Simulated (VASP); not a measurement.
**Cu2O (Cuprite): relaxation of cell and atoms with PBEsol**

Crystal: Cu2O (Cuprite).

```
Cu O
1.0
     4.23113    0.00000    0.00000
     0.00000    4.23113    0.00000
     0.00000    0.00000    4.23113
Cu O
4 2
Direct
  0.25000 0.25000 0.25000
  0.25000 0.75000 0.75000
  0.75000 0.75000 0.25000
  0.75000 0.25000 0.75000
  0.00000 0.00000 0.00000
  0.50000 0.50000 0.50000
```

| Item | Value |
| --- | --- |
| Program | VASP 6.6.1 |
| Task | relaxation of cell and atoms |
| Functional | PBEsol |
| Potentials or basis | VASP PAW PBE potentials, release 64 (Cu, O) |
| Cutoff | 600 eV |
| k mesh | 6 × 6 × 6 |
| Occupations | gaussian, width 0.03 eV |
| Spin | no spin polarisation |
| Further INCAR settings | ALGO = Normal; EDIFF = 1e-07; IBRION = 2; EDIFFG = -0.005; NSW = 90; ISIF = 3 |

```json
{
 "Pressure after relaxing": "0.0 GPa",
 "Band gap on the k mesh": "0.55 eV, direct"
}
```

Final structure:
```yaml
crystal:
  lattice:
    - [4.23113, 0.00000, 0.00000]
    - [0.00000, 4.23113, 0.00000]
    - [0.00000, 0.00000, 4.23113]
  atoms:
    - { symbol: Cu, position: [0.25000, 0.25000, 0.25000] }
    - { symbol: Cu, position: [0.25000, 0.75000, 0.75000] }
    - { symbol: Cu, position: [0.75000, 0.75000, 0.25000] }
    - { symbol: Cu, position: [0.75000, 0.25000, 0.75000] }
    - { symbol: O, position: [0.00000, 0.00000, 0.00000] }
    - { symbol: O, position: [0.50000, 0.50000, 0.50000] }
```

Levels at points of the mesh, in eV from the valence-band top:
| k point | band 24 | band 25 | band 26 | band 27 | band 28 | band 29 | band 30 | band 31 | band 32 | band 33 |
| --- | --- | --- | --- | --- | --- | --- | --- | --- | --- | --- |
| (0.00, 0.00, 0.00) | -1.61 | -1.61 | 0.00 | 0.00 | 0.00 | 0.55 | 1.11 | 1.11 | 8.03 | 8.03 |
| (0.50, 0.00, 0.00) | -1.73 | -1.23 | -1.23 | -0.41 | -0.41 | 2.29 | 2.29 | 4.18 | 4.18 | 7.50 |
| (0.50, 0.50, 0.00) | -1.52 | -1.24 | -1.24 | -0.68 | -0.68 | 1.88 | 1.88 | 3.87 | 3.87 | 6.81 |
| (0.50, 0.50, 0.50) | -1.67 | -1.03 | -0.59 | -0.59 | -0.59 | 2.37 | 2.37 | 2.37 | 4.93 | 4.93 |

Wall time 27 s on 2 MPI ranks on Intel(R) Xeon(R) Platinum 8559C (Emerald Rapids), on a shared host, peak memory 0.21 GiB a rank.

Caveat: the relaxation stopped at its first step, so nothing moved; the PAW data sets were made with another functional, which shifts forces and pressure a little. A k mesh can miss the band edges.
